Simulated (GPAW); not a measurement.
## TiC: relaxation of cell and atoms with PBEsol

Crystal: TiC.

```
Ti C
1.0
     0.00000    2.16572    2.16572
     2.16572    0.00000    2.16572
     2.16572    2.16572    0.00000
Ti C
1 1
Direct
  0.00000 0.00000 0.00000
  0.50000 0.50000 0.50000
```

The cell is a database's computed one.

* Program: GPAW 26.7.0
* Task: relaxation of cell and atoms
* Functional: PBEsol
* Potentials or basis: PAW data sets generated in the run's folder for this functional
* Cutoff: 800 eV
* Basis: pw
* k mesh: 11 × 11 × 11
* Occupations: fermi-dirac, width 0.05 eV
* Spin: no spin polarisation
* Target pressure: 20 GPa
* Maxiter: 150
* Optimizer: BFGS
* Fmax: 0.02 eV/Å
* Max steps: 60
* Target pressure: 20 GPa
* Convergence: density=1e-05 forces=0.0001

| Property | Result |
| --- | --- |
| Relaxed volume | 9.30 Å³/atom |
| Relaxed cell | a = 2.974 Å, b = 2.974 Å, c = 2.974 Å, α = 60.00°, β = 60.00°, γ = 60.00° |
| Space group after relaxing (to 0.05 Å) | Fm-3m (No. 225) |
| Energy change on relaxing (the enthalpy is what falls) | +35.7 meV/atom |
| Ionic steps | 4 |
| Pressure after relaxing | 19.9 GPa |
| Band gap on the k mesh | none (metal or under the smearing width) |

Step by step:
| step | energy change (eV) | largest force (eV/Å) | pressure (GPa) | volume (Å³) |
| --- | --- | --- | --- | --- |
| 1 | 0.0000 | 0.0000 | -5.85 | 20.32 |
| 2 | -0.0034 | 0.0000 | 3.41 | 19.61 |
| 3 | 0.0826 | 0.0000 | 21.51 | 18.52 |
| 4 | 0.0714 | 0.0000 | 19.93 | 18.61 |

Final structure:
```
Ti C
1.0
     0.00000    2.10326    2.10326
     2.10326    0.00000    2.10326
     2.10326    2.10326    0.00000
Ti C
1 1
Cartesian
  0.0000 0.0000 0.0000
  2.1033 2.1033 2.1033
```

Levels at points of the mesh, in eV from the Fermi level:
```csv
k point,band 6,band 7,band 8,band 9,band 10,band 11
"(0.00, 0.00, 0.00)",0.62,0.62,0.62,1.74,1.74,1.74
```

Wall time 56 s on 1 thread of Intel(R) Xeon(R) Platinum 8488C (Sapphire Rapids), with other jobs on the host, peak memory 0.21 GiB.

Caveat: later steps reuse the first step's grids.
